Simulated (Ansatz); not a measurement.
# Computed properties of NbC

```
Nb C
1.0
     0.00000    2.20000    2.20000
     2.20000    0.00000    2.20000
     2.20000    2.20000    0.00000
Nb C
1 1
Direct
  0.00000 0.00000 0.00000
  0.50000 0.50000 0.50000
```

Atoms are numbered in the order listed.

The conventional cell has a = 4.400 Å, b = 4.400 Å, c = 4.400 Å, α = 90.00°, β = 90.00°, γ = 90.00°. Around Nb (atom 1) lie 6 C at 2.20 Å. C (atom 2) has 6 Nb at 2.20 Å as nearest neighbours.

The cell comes from COD entry 1011323, which wasn't checked; take it as a given geometry. It is an old determination, and later ones may differ.

Spin polarisation is left out, and whether a magnetic state lies lower isn't shown here.

Methods: DFT, PBE, all-electron LAPW, scalar-relativistic (Ansatz 0.2.0); DFT, PBE, PAW with Ansatz's default frozen-core files, scalar-relativistic (Ansatz 0.2.0).

For LAPW: a Γ-centred 14×14×14 k mesh, Fermi–Dirac smearing of 0.05 eV, basis error target 1 meV/atom, no spin polarisation. PAW takes a cutoff of 420 eV at this cell. The Ansatz runs share mesh, smearing and spin set-up. Values come from LAPW unless marked.

| Item | Value |
| --- | --- |
| Pressure at this cell | 19.44 GPa |
| Band gap | none: with an odd electron count and no spin polarisation the bands can't all be full, a metal in this set-up (spin order or a larger cell could open a gap) |
| Density of states at the Fermi level (0.2 eV bin) | 0.72 states/eV per cell |
| Löwdin charges (with 0.04 e of the cell spilling out of the atomic basis, so their sizes and signs hang on that basis) | Nb1 0.68, C2 -0.64 e |
| Bader charges (from the PAW run) | Nb1 +1.74, C2 -1.74 e |
| Volume per atom | 71.9 bohr³ |
